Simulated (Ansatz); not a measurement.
## From the elastic tensor of BN at 22 GPa (stress–strain coefficients) to moduli and sound speeds

Theory: Ansatz, DFT LDA, scalar-relativistic, plane waves, PAW. Settings: 420 eV plane-wave cutoff, Γ-centred 12×12×12 mesh, fixed occupations. No spin polarisation.

Symmetry: R3m, No. 160, trigonal system. Conventional cell: a = 2.455 Å, b = 2.455 Å, c = 7.754 Å, α = 90.00°, β = 90.00°, γ = 120.00°. B (site symmetry 3m) has 3 N at 1.42 Å as nearest neighbours. Around N (site symmetry 3m) lie 3 B at 1.42 Å.

The crystal is built of layers and no dispersion correction was added, so the binding between them is poorly described, and with it their spacing and whatever depends on it.

Relaxed-ion constants (GPa, on the Cartesian axes of the calculation):
C11 = 1217.2, C12 = 337.4, C13 = 53.7, C14 = -7.5, C15 = -104.8, C16 = -1.0, C22 = 1225.4, C23 = 53.8, C24 = 84.2, C25 = -27.6, C26 = 8.1, C33 = 175.6, C34 = -2.2, C35 = 3.8, C44 = 52.9, C45 = 0.6, C46 = -38.4, C55 = 52.1, C56 = -1.2, C66 = 447.3 GPa; the others vanish.

Density 3.055 g/cm³; 2 atoms in 13.49 Å³.

The values that follow are for a polycrystal of randomly turned grains, by Hill's mean where one number stands. In a crystal this anisotropic the Voigt and Reuss bounds lie far apart, so Hill's mean and the sound speeds and Debye temperature from it are rough.

With S = C⁻¹: B_V = (C11+C22+C33+2(C12+C13+C23))/9, G_V = (C11+C22+C33−C12−C13−C23+3(C44+C55+C66))/15, 1/B_R = S11+S22+S33+2(S12+S13+S23), 15/G_R = 4(S11+S22+S33−S12−S13−S23)+3(S44+S55+S66); Hill is their mean. Then v_l = √((B+4G/3)/ρ), v_t = √(G/ρ), v_m = [(2/v_t³+1/v_l³)/3]^(−1/3) and Θ = (ħ/k_B)·v_m·(6π²n/V)^(1/3) for n atoms in the volume V; E = 9BG/(3B+G), ν = (3B−2G)/(2(3B+G)) and A^U = 5G_V/G_R + B_V/B_R − 6.

```
Bulk modulus, Voigt / Reuss / Hill          : 389.8 / 156.9 / 273.3 GPa
Shear modulus, Voigt / Reuss / Hill         : 255.3 / 81.9 / 168.6 GPa
Young's modulus                             : 420 GPa
Poisson ratio                               : 0.244
Pugh ratio B/G                              : 1.62
Universal anisotropy index                  : 12.08
Longitudinal and transverse sound speeds    : 12770 and 7430 m/s
Debye temperature from the mean sound speed : 1299 K
```

This form isn't the usual stable structure of the compound at low pressure.

Cost: 1 run of about 4.9 core-minutes, on Intel Xeon Platinum 8259CL (Skylake/Cascade Lake) (shared hosts).